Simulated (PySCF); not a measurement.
Which basis set comes closest?

Molecule: `CCCS`, C3H8S.

Molfile (atoms numbered from 1):
```
C3H8S
     RDKit          3D

 12 11  0  0  0  0  0  0  0  0999 V2000
   -1.5788   -0.1441   -0.0315 C   0  0  0  0  0  0  0  0  0  0  0  0
   -0.1134   -0.5404    0.0661 C   0  0  0  0  0  0  0  0  0  0  0  0
    0.8259    0.6067   -0.2690 C   0  0  0  0  0  0  0  0  0  0  0  0
    2.5913    0.1701   -0.2398 S   0  0  0  0  0  0  0  0  0  0  0  0
   -1.8396    0.1796   -1.0519 H   0  0  0  0  0  0  0  0  0  0  0  0
   -1.8182    0.6878    0.6502 H   0  0  0  0  0  0  0  0  0  0  0  0
   -2.2384   -0.9859    0.2278 H   0  0  0  0  0  0  0  0  0  0  0  0
    0.1043   -1.3851   -0.6080 H   0  0  0  0  0  0  0  0  0  0  0  0
    0.1106   -0.9020    1.0849 H   0  0  0  0  0  0  0  0  0  0  0  0
    0.6511    1.4707    0.3923 H   0  0  0  0  0  0  0  0  0  0  0  0
    0.6514    0.9605   -1.2982 H   0  0  0  0  0  0  0  0  0  0  0  0
    2.6561   -0.1202    1.0779 H   0  0  0  0  0  0  0  0  0  0  0  0
  1  2  1  0
  2  3  1  0
  3  4  1  0
  1  5  1  0
  1  6  1  0
  1  7  1  0
  2  8  1  0
  2  9  1  0
  3 10  1  0
  3 11  1  0
  4 12  1  0
M  END
```

Geometry PBE0-D3(BJ)/def2-SVP throughout; GIAO in PySCF 2.14.0 with density-fitted response routines, gas phase, one conformer, non-relativistic; equivalent atoms averaged; functional PBE0.

Reference values (measured; solution, not stated per compound (mostly CDCl3 or CCl4); Pretsch, Buehlmann, Badertscher, Structure Determination of Organic Compounds, 4th ed. (2009)): δ(C3) = 26.4 ppm, δ(C2) = 27.6 ppm, δ(C1) = 12.6 ppm, δ(H10/H11) = 2.50 ppm, δ(H8/H9) = 1.63 ppm, δ(H5/H6/H7) = 0.99 ppm. Computed shifts are taken against TMS, calculated as an isolated molecule at each level.

How do the basis sets STO-3G, 6-31G, pcSseg-0, 6-31G*, def2-SVP, cc-pVDZ, pcSseg-1, 6-311+G(2d,p), aug-cc-pVDZ, def2-TZVP, IGLO-III, cc-pVTZ, pcSseg-2 perform against the reference? Times are CPU seconds on shared hosts with different chips, so compare them loosely.

Results:


```
    basis set  functions    C3    C2    C1  H10/H11  H8/H9  H5/H6/H7  mean abs. error C  mean abs. error H  core-s
       STO-3G         32  31.5  27.5  19.9     0.82   0.81      0.70                4.2               0.93     1.9
        6-31G         56  30.7  31.3  15.7     2.33   1.62      1.12                3.7               0.10     3.5
     pcSseg-0         56  31.3  31.3  17.1     1.95   1.25      1.11                4.4               0.35     3.4
       6-31G*         76  29.6  30.9  15.2     2.20   1.60      0.96                3.0               0.12     4.6
     def2-SVP        100  30.7  30.9  15.0     1.96   1.29      0.82                3.3               0.35     5.6
      cc-pVDZ        100  33.1  33.9  16.4     2.08   1.41      0.89                5.6               0.25     6.5
     pcSseg-1        115  32.3  33.8  15.8     2.08   1.35      0.96                5.1               0.24      11
6-311+G(2d,p)        164  33.0  34.0  14.9     2.28   1.56      0.91                5.1               0.12      12
  aug-cc-pVDZ        168  33.2  34.1  15.1     2.31   1.63      1.00                5.3               0.07      14
    def2-TZVP        178  33.2  34.9  15.8     2.21   1.57      0.92                5.8               0.14      14
     IGLO-III        229  33.4  35.5  15.9     2.25   1.56      0.92                6.1               0.13      19
      cc-pVTZ        236  32.8  34.3  15.6     2.23   1.55      0.93                5.4               0.14      21
     pcSseg-2        263  33.8  35.8  16.3     2.24   1.54      0.94                6.4               0.13      42
```

For 13C the closest is 6-31G* (3.0 ppm, with def2-SVP practically level) and the furthest pcSseg-2 (6.4 ppm).

For 1H the closest is aug-cc-pVDZ (0.07 ppm) and the furthest STO-3G (0.93 ppm). Where a smaller basis beats a larger one, errors probably cancel; the largest sets show where the functional converges. One molecule is a small sample, and vibrational and solvent effects are absent from the calculation.

A small basis that lands close on one nucleus may do so by chance; judge by the trend and by all nuclei.
